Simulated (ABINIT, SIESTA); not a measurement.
Given: the input of a run of ABINIT 10.8.3 (patched build) on CdTe. 

Contents of run.abi:

```
# Pseudopotentials
pp_dirpath "./"
pseudos "Te.GGA_PBE-JTH.xml, Cd.GGA_PBE-JTH.xml"

# Structure
acell 3*1.0 Angstrom
rprim
     0.0000000000     3.2050000000     3.2050000000
     3.2050000000     0.0000000000     3.2050000000
     3.2050000000     3.2050000000     0.0000000000
ntypat 2
znucl 52 48
natom 2
typat 1 2
xred
     0.7500000000     0.7500000000     0.7500000000
     0.0000000000     0.0000000000     0.0000000000

# Plane-wave basis
ecut 22.0
pawecutdg 44.0

# k points
kptopt 1
ngkpt 7 7 7
nshiftk 1
shiftk 0.0 0.0 0.0

# Exchange and correlation
ixc 11

# Bands and occupations
nband 13
occopt 3
tsmear 0.05 eV

# SCF cycle
nstep 100
tolvrs 1.0e-9

# Output
iomode 3
prtwf 0
prtden 0
prteig 0
prtebands 0
enunit 2
```

Potentials or basis: JTH PAW PBE v2.0.

Run with:

```sh
$ abinit run.abi > log 2>&1
```

Task: Set up the same calculation for SIESTA 5.4.2. Potentials or basis there: files PseudoDojo sr-pbe-0.4.1-standard, DZP (energy shift 0.003 Ry; two zetas on semicore shells).

Result: As run (cutoffs and basis follow the program's own potentials, and thresholds, step limits or extra output files can differ):

CdTe.fdf

```
SystemName                      CdTe
SystemLabel                     CdTe
NumberOfSpecies                 2
NumberOfAtoms                   2
%block ChemicalSpeciesLabel
  1  52 Te
  2  48 Cd
%endblock ChemicalSpeciesLabel

UseStructFile                   true

%block kgrid.MonkhorstPack
    7   0   0  0.0
    0   7   0  0.0
    0   0   7  0.0
%endblock kgrid.MonkhorstPack
XC.Functional                   GGA
XC.Authors                      PBE
PAO.BasisSize                   DZP
PAO.EnergyShift                 0.003 Ry
Mesh.Cutoff                     800 Ry
OccupationFunction              FD
ElectronicTemperature           0.05 eV
MaxSCFIterations                120
SCF.MustConverge                false
SCF.Mixer.Method                Pulay
SCF.Mixer.Weight                0.25
SCF.Mixer.History               8
SCF.DM.Tolerance                5.0e-05
SCF.H.Tolerance                 1.0e-03 eV
WriteForces                     true
Charge.Mulliken                 end
Charge.Hirshfeld                end
Charge.Voronoi                  end
SaveRho                         true
SaveElectrostaticPotential      true
%block PAO.Basis
  Te 4
  n=5 0 2
    5.635 0.000
  n=5 1 2
    7.297 0.000
  n=4 2 2
    3.260 0.000
  n=5 2 1
    7.297
  Cd 5
  n=4 0 2
    2.625 0.000
  n=5 0 2
    7.565 0.000
  n=4 1 2
    2.973 0.000
  n=5 1 1
    7.565
  n=4 2 2
    4.575 0.000
%endblock PAO.Basis
```

The input CdTe.STRUCT_IN:

```
   0.0000000000     3.2050000000     3.2050000000
   3.2050000000     0.0000000000     3.2050000000
   3.2050000000     3.2050000000     0.0000000000
2
1  52    0.7500000000     0.7500000000     0.7500000000
2  48    0.0000000000     0.0000000000     0.0000000000
```

Potentials or basis: PseudoDojo 0.4 standard (PBE files), converted to PSML, two zetas on semicore shells, DZP (energy shift 0.003 Ry; two zetas on semicore shells).

The run is started by

```sh
$ siesta < CdTe.fdf > CdTe.out 2>&1
```

Both were run:

|  | ABINIT | SIESTA |
| --- | --- | --- |
| Pressure | 3.4 GPa | 4.0 GPa |

The potentials hold 18 and 36 valence electrons a cell.

The two runs disagree by more than potentials and bases usually give (in gap, levels, pressure or energy); the cause wasn't traced.

Pressure is positive in compression.
